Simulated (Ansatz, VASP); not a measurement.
This is a calculation of AlAu2 for Ansatz 0.2.0.

File input.yaml:

```yaml
crystal:
  lattice:
    - [-1.671514475, 1.671514475, 4.39907524]
    - [1.671514475, -1.671514475, 4.39907524]
    - [1.671514475, 1.671514475, -4.39907524]
  atoms:
    - { symbol: Au, position: [0.3437272, 0.3437272, 0.0] }
    - { symbol: Au, position: [0.6562728, 0.6562728, 0.0] }
    - { symbol: Al, position: [0.0, 0.0, 0.0] }
hamiltonian:
  xc: pbesol
  pseudopotentials: { kind: paw }
kpoints:
  mp_grid: { grid: [11, 11, 11] }
scf:
  occupations: { method: fermi_dirac, width: 0.05 }
output:
  forces: true
  stress: true
  eigenvalues: true
```

Potentials or basis: Ansatz PAW.

Command:

```sh
$ ansatz run input.yaml --threads 1 --pin off --max-ram 3584MiB --backend cpu --events-out ev --progress --plain --runs-dir out
```

**Question.** Set up the same calculation for VASP 6.6.1. Potentials there: VASP PAW PBE potentials, release 64 (Au, Al).

**Answer.** As run (the cutoff follows the program's own potentials):

Contents of INCAR:

```
SYSTEM = AlAu2
  PREC = Accurate
  ENCUT = 520
  EDIFF = 1E-7
  ISMEAR = -1
  SIGMA = 0.05
  LREAL = .FALSE.
  LASPH = .TRUE.
  NELM = 100
  ALGO = Normal
  ISIF = 2
  LWAVE = .FALSE.
  LCHARG = .TRUE.
  GGA = PS
  LELF = .TRUE.
  LVHAR = .TRUE.
  NBANDS = 20
```

The input KPOINTS:

```
Automatic mesh
0
G
  11 11 11
  0 0 0
```

POSCAR

```
AlAu2
1.0
   -1.6715144750      1.6715144750      4.3990752400
    1.6715144750     -1.6715144750      4.3990752400
    1.6715144750      1.6715144750     -4.3990752400
Au Al
2 1
Direct
    0.3437272000      0.3437272000      0.0000000000
    0.6562728000      0.6562728000      0.0000000000
    0.0000000000      0.0000000000      0.0000000000
```

Potentials or basis: VASP PAW PBE potentials, release 64 (Au, Al).

Command:

```sh
$ cat potpaw_PBE.64/Au/POTCAR potpaw_PBE.64/Al/POTCAR > POTCAR
$ mpirun -np 1 vasp_std > vasp.out
```

Both were run:

|  | VASP | Ansatz | Ansatz less VASP |
| --- | --- | --- | --- |
| gap on the k mesh at the Fermi level (eV) | none | none | - |
| pressure (GPa) | -2.5 | -2.3 | +0.25 |
| largest component of the traceless stress (GPa) | 0.02 | 0.06 | +0.043 |
| rms of the force components (eV/Å) | 0.027 | 0.026 | -0.0006 |

Atom by atom the forces differ by 0.001 eV/Å (rms over components). A gap of «none» marks a metal or a gap that the smearing closes. The two sets of potentials don't hold the same shells in valence.

Caveats: the PAW data sets were made with another functional, which shifts forces and pressure a little (VASP); the PAW data sets come from PBE, with cores solved anew for the run's functional, which leaves a small shift of forces and pressure (Ansatz). Spin-orbit coupling is left out, which matters for the levels of Au.
